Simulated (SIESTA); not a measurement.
Crystal: HfB2.

```
CELL_PARAMETERS angstrom
3.14000 0.00000 0.00000
-1.57000 2.71932 0.00000
0.00000 0.00000 3.48000
ATOMIC_POSITIONS crystal
Hf 0.00000 0.00000 0.00000
B 0.66667 0.33333 0.50000
B 0.33333 0.66667 0.50000
```

```yaml
Program: SIESTA 5.4.2
Task: single point
Functional: PBE
Potentials_or_basis: PseudoDojo 0.4 standard (PBE files)
Basis: DZP (energy shift 0.003 Ry; two zetas on semicore shells)
Grid_cutoff: 800 Ry
Energy_shift: 0.003 Ry
k_mesh: 10 × 10 × 8
Occupations: fermi-dirac, width 0.05 eV
Spin: no spin polarisation
```

On this cell: pressure 2.6 GPa; largest force under 0.003 eV/Å; band gap on the k mesh none (metal or under the smearing width).

The same run follows on a disturbed copy (atoms moved at random, drawn with an rms of 0.05 Å):

```
CELL_PARAMETERS angstrom
3.14000 0.00000 0.00000
-1.57000 2.71932 0.00000
0.00000 0.00000 3.48000
ATOMIC_POSITIONS crystal
Hf 0.00407 0.99622 0.99703
B 0.67352 0.34355 0.49131
B 0.31739 0.67513 0.48455
```

Question: What does the disturbed cell give?

Answer: The energy (extrapolated to zero smearing) moves by +23.2 meV/atom; pressure 3.5 GPa; largest force 1.399 eV/Å; band gap on the k mesh none (metal or under the smearing width).

Forces in eV/Å, atoms in the order of the input:
```
Hf  -0.706  0.544 -0.525
B   -0.629 -0.418  0.124
B    1.335 -0.126  0.400
```

Stress tensor (GPa, compression positive):
```
 4.28 -0.10  0.55
-0.10  3.78 -0.35
 0.55 -0.35  2.37
```

Caveats: short orbitals over semicore shells can move pressures by several GPa; the basis of atomic orbitals isn't converged, which shifts pressures, moduli and gaps.
